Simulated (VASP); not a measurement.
# SiC (F-43m) under uniaxial stress along [111]

Strain engineering needs slopes: what does uniaxial stress along [111] do to the lattice and the band edges of SiC?

Program: VASP 6.6.1. Level of theory: LDA; plane waves and PAW (Si, C), in the first sound run; inputs show where later runs differ. Results are calculated unless marked as measured.

This is a report of a sequence of runs, with most program output left out.

## (1) Set-up

The structure is cubic, space group F-43m (No. 216). The conventional cell has a = 4.360 Å, b = 4.360 Å, c = 4.360 Å, α = 90.00°, β = 90.00°, γ = 90.00°. Nearest to Si lie 4 C at 1.89 Å. Nearest to C lie 4 Si at 1.89 Å. Farther neighbours are not listed.

## (2) Relax the crystal, LDA

The series starts from the cell that this level prefers, so that zero strain is near zero stress.

This step took 2 runs in a row; the last is shown.

Level: LDA; plane waves and PAW (Si, C).

Contents of INCAR:

```
SYSTEM = SiC
PREC = Accurate
ENCUT = 600
EDIFF = 1E-07
NELM = 120
ISMEAR = 0
SIGMA = 0.02
LREAL = .FALSE.
ALGO = Normal
GGA = CA
NBANDS = 10
LORBIT = 11
LWAVE = .FALSE.
LCHARG = .FALSE.
KPAR = 8
IBRION = 2
NSW = 40
ISIF = 3
EDIFFG = -0.005
POTIM = 0.4
```

Contents of POSCAR:

```
SiC
1.0
    0.0000000000      2.1652404209      2.1652404209
    2.1652404209      0.0000000000      2.1652404209
    2.1652404209      2.1652404209      0.0000000000
Si C
1 1
Direct
    0.0000000000      0.0000000000      0.0000000000
    0.2500000000      0.2500000000      0.2500000000
```

Contents of KPOINTS:

```
Automatic mesh
0
Gamma
12 12 12
0 0 0
```

PAW data sets: Si and C (LDA family, release 64).

Command:

```console
$ mpirun -np 8 vasp_std
```

Run time: 4.2 s. Hardware: 8 MPI ranks of AMD EPYC 7R43, shared host; peak memory 0.85 GiB; 28 s of CPU time.

Read from the output:

- energy(sigma→0) of the program: -16.6448 eV
- stress, compression positive: 0.01 along [111], 0.01 across it (mean), GPa
- volume: 20.302 Å³
- ionic steps: 1

## (3) Strain across the axis, LDA

One member in full: the axis is strained by 1 %, and the two directions across it are strained alike until their mean stress is under 0.012 GPa or five steps are spent.

This step took 3 runs, each at a new trial strain with the atoms of the one before; the last is shown.

Level: LDA; plane waves and PAW (Si, C); cell typed or built by script.

INCAR: that of step 2 with these lines changed.

```diff
@@ -14,7 +14,7 @@
 LCHARG = .FALSE.
-KPAR = 8
-IBRION = 2
-NSW = 40
-ISIF = 3
-EDIFFG = -0.005
-POTIM = 0.4
+KPAR = 2
+IBRION = 1
+NSW = 25
+ISIF = 2
+EDIFFG = -0.004
+POTIM = 0.3
```

Contents of POSCAR:

```
SiC
1.0
    0.0157403050      2.1790226720      2.1790226720
    2.1790226720      0.0157403050      2.1790226720
    2.1790226720      2.1790226720      0.0157403050
Si C
1 1
Direct
    0.0003383342      0.0003383342      0.0003383342
    0.2496616658      0.2496616658      0.2496616658
```

KPOINTS is that of step 2.

Command:

```console
$ mpirun -np 2 vasp_std
```

Wall time 39 s (2 MPI ranks); peak memory 0.26 GiB; 76 s of CPU time.

Numbers from this step:

| Property | Result |
| --- | --- |
| energy(sigma→0) of the program | -16.6415 eV |
| stress, compression positive | -5.44 along [111], 0.00 across it (mean), GPa |
| ionic steps | 1 |

## (4) Band edges, TB-mBJ

Short lines in KPOINTS_OPT sample the zone centre along and across the axis, for masses, and the other valleys.

Level: TB-mBJ; plane waves and PAW (Si, C); cell typed or built by script.

TB-mBJ has no energy functional, so the total energy, stress and pressure in this output mean nothing.

Contents of INCAR:

```
SYSTEM = SiC
PREC = Accurate
ENCUT = 600
EDIFF = 1E-06
NELM = 150
ISMEAR = 0
SIGMA = 0.02
LREAL = .FALSE.
ALGO = Normal
METAGGA = MBJ
LASPH = .TRUE.
NBANDS = 9
LWAVE = .FALSE.
LCHARG = .FALSE.
KPAR = 2
```

POSCAR is that of step 3.

Contents of KPOINTS:

```
Automatic mesh
0
Gamma
9 9 9
0 0 0
```

Contents of KPOINTS_OPT:

```
Line mode
6
Line-mode
Reciprocal
  0.00000000   0.00000000   0.00000000
  0.02009495   0.02009495   0.02009495

  0.00000000   0.00000000   0.00000000
 -0.01217274   0.01217274   0.00000000

  0.31000000   0.31000000   0.00000000
  0.50000000   0.50000000   0.00000000

  0.00000000   0.31000000   0.31000000
  0.00000000   0.50000000   0.50000000

  0.45000000   0.45000000   0.45000000
  0.50000000   0.50000000   0.50000000

  0.45000000   0.00000000   0.00000000
  0.50000000   0.00000000   0.00000000

  0.42500000   0.42500000   0.00000000
  0.42512526   0.44234011   0.01734011

  0.50000000   0.50000000   0.50000000
  0.48782726   0.51217274   0.50000000
```

Command:

```console
$ mpirun -np 2 vasp_std
```

Run time: 46 s. Hardware: 2 MPI ranks; peak memory 0.29 GiB; 88 s of CPU time.

## (5) The whole series

LASPH is off in runs at LDA and on in runs at TB-mBJ.

Runs beyond LDA use the data sets made with LDA; this shifts their levels slightly, and their total energies have another zero (at TB-mBJ, which has no energy functional, they mean nothing).

The other members went through these steps as far as the tables show, with the same cutoff and, step by step, the same mesh; 33 runs are not shown. The session took 0.73 core hours (wall time by ranks) on a shared machine.

```
strain along the axis (%)  strain across the axis (%)  stress along the axis, tension positive (GPa)  energy above the unstrained row (meV/atom)  gap on the mesh, LDA (eV)
                   -2.000                       0.212                                        -11.479                                       7.416                      1.105
                   -1.500                       0.156                                         -8.541                                       4.189                      1.154
                   -1.000                       0.102                                         -5.661                                       1.888                      1.203
                   -0.500                       0.051                                         -2.809                                       0.496                      1.247
                        0                       0.000                                         -0.009                                       0.000                      1.289
                    0.500                      -0.046                                          2.745                                       0.385                      1.273
                    1.000                      -0.090                                          5.445                                       1.631                      1.257
                    1.500                      -0.133                                          8.090                                       3.717                      1.239
                    2.000                      -0.174                                         10.677                                       6.625                      1.221
```

Slopes at zero strain, from cubics through all rows: strain ratio -0.096, stress over strain 555 GPa.

Band edges at TB-mBJ, counted from the valence-band top at Γ, with one row partly withheld:

```
strain along the axis (%)  gap (eV)  conduction band at Γ (eV)  Δ or X valley along z (eV)  Δ or X valley along x (eV)  lowest conduction level at L, [111] (eV)  lowest conduction level at L, [-111] (eV)  second valence level below the top (eV)  third valence level below the top (eV)
                   -2.000     2.152                      7.128                       2.152                       2.152                                     6.024                                      6.442                                    0.232                                   0.232
                   -1.500     2.201                      7.172                       2.201                       2.201                                     6.109                                      6.423                                    0.173                                   0.173
                   -1.000     2.250                      7.207                       2.250                       2.250                                         ?                                      6.404                                    0.112                                   0.112
                   -0.500     2.293                      7.226                       2.293                       2.293                                     6.275                                      6.381                                    0.056                                   0.056
                        0     2.334                      7.226                       2.334                       2.334                                     6.355                                      6.355                                    0.000                                   0.000
                    0.500     2.318                      7.149                       2.318                       2.318                                     6.379                                      6.273                                    0.000                                   0.054
                    1.000     2.301                      7.048                       2.301                       2.301                                     6.403                                      6.190                                    0.000                                   0.107
                    1.500     2.283                      6.925                       2.283                       2.283                                     6.426                                      6.106                                    0.000                                   0.157
                    2.000     2.264                      6.785                       2.264                       2.264                                     6.449                                      6.022                                    0.000                                   0.206
```

## (6) Working out the slope

The quantity to fit is the splitting of the lowest conduction levels at the L points ([111] less [-111]) at TB-mBJ: -0.418, -0.315, -0.106, 0.000, 0.106, 0.213, 0.320, 0.428 eV in the rows shown.

A least-squares parabola through the 8 rows shown, with d the strain along the axis less the strain across it, in %: E = 0.001723 d² + 0.1930 d + 5.50e-5 (eV), r.m.s. residual 1.0e-4 eV.

At d = -1.102 this predicts -0.2105 eV.

## (7) Prediction against calculation

The calculation gives -0.2108 eV, so the prediction is 0.0003 eV too high.

The splitting is Ξu times 8/9 of d, with d as a fraction, so the linear term gives Ξu = 21.7 eV.

## (8) Summary of results

```
Poisson ratio                                                       : 0.096
Young's modulus along the axis                                      : 555 GPa
gap of the unstrained cell, TB-mBJ                                  : 2.33 eV
shear deformation potential Ξu of the lowest conduction levels at L : 21.7 eV
error of the predicted row                                          : 0.3 meV
```

As a check, the curvature of the energy gives 555 GPa for the same modulus (energy per volume = E/2 × strain²), 0 % from the slope of the stress. The energy also has a linear term worth 0.17 GPa that the stress column lacks, a mark of the finite basis. At TB-mBJ the lowest conduction valley is Δ or X throughout, and the gap runs between 2.15 and 2.33 eV. Hole masses are left out throughout, since the top bands are degenerate or cross in many series; of conduction masses, those of the Γ, L and (for Si and Ge under (001) strain) Δ valleys are kept where they change by under an eighth between rows. A measured gap of unstrained SiC is 2.39 eV (arxiv:2009.14696, band gap at cryogenic temperature, temperature not given); the static gaps here belong to the lattice relaxed at LDA. TB-mBJ is a potential fitted for gaps; it has no energy functional, so its total energies and forces mean nothing, and its bands tend to come out too narrow. Spin-orbit coupling is left out at TB-mBJ, so the valence splittings there lack it. Δ or X levels are the lowest on their line, refined by a parabola unless they lie at X; the gap is read from all points sampled and can differ from the lowest valley by some meV, or by tens of meV where strain moves the valence top off Γ. Temperature, zero-point motion and excitons are left out.

[Lines on the potential files, build, host, timing and source positions are cut from VASP's logs without a mark.]

[Logs are printed without paths, hosts, clocks, repeated set-up lines and the standing remarks that a program may print on its own settings, such as how far it seeks lower states.]

[Hosts, paths, dates, database ids (printed as entryN), source tags and the programs' standing remarks are cut or masked in the printed files.]

[In band tables of VASP the shares of atoms and orbitals are scaled to a sum of 1 inside the atoms' spheres.]
